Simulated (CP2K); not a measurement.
**Mo under changes of volume**

One of the cells (15.892 Å³/atom); the others are scaled copies at fixed shape and fractional positions:

```
Mo
1.0
     2.74324    0.00000    0.00000
    -0.91441    2.58635    0.00000
    -0.91441   -1.29317    2.23984
Mo
1
Direct
  0.00000 0.00000 0.00000
```

* Program: CP2K 2026.2
* Functional: PBEsol
* Potentials or basis: POTENTIAL_UZH Mo GTH-PBE-q14; TZVP-MOLOPT-PBE-GTH basis
* Density cutoff: 6123 eV
* k mesh: 12 × 12 × 12
* Occupations: fermi-dirac, width 0.05 eV
* Spin: no spin polarisation

```tsv
volume (Å³/atom)	energy over the lowest point (meV/atom)	pressure (GPa)
14.938	17.30	10.9
15.256	2.41	4.3
15.574	0.00	-1.7
15.892	8.76	-7.0
16.209	?	?
16.527	55.23	-16.1
16.845	90.99	-19.9
```

Question: What does the run at 16.209 Å³/atom give?

Answer: Energy over the lowest point 27.51 meV/atom; pressure -11.8 GPa.

Worked out: A Birch-Murnaghan fit of order 3 (a polynomial in V^(-2/3)) to the other rows has its minimum at 15.48 Å³/atom with B0 = V·E''(V) = 283 GPa and B' = 4.4. It gives 27.49 meV/atom at 16.209 Å³/atom, against the run's 27.51, and -dE/dV = -11.8 GPa, against -11.8.

Energies are extrapolated to zero smearing.

Caveats: the potentials were made for another functional, which shifts forces and pressure; the basis of atomic orbitals isn't converged, which shifts pressures, moduli and gaps.
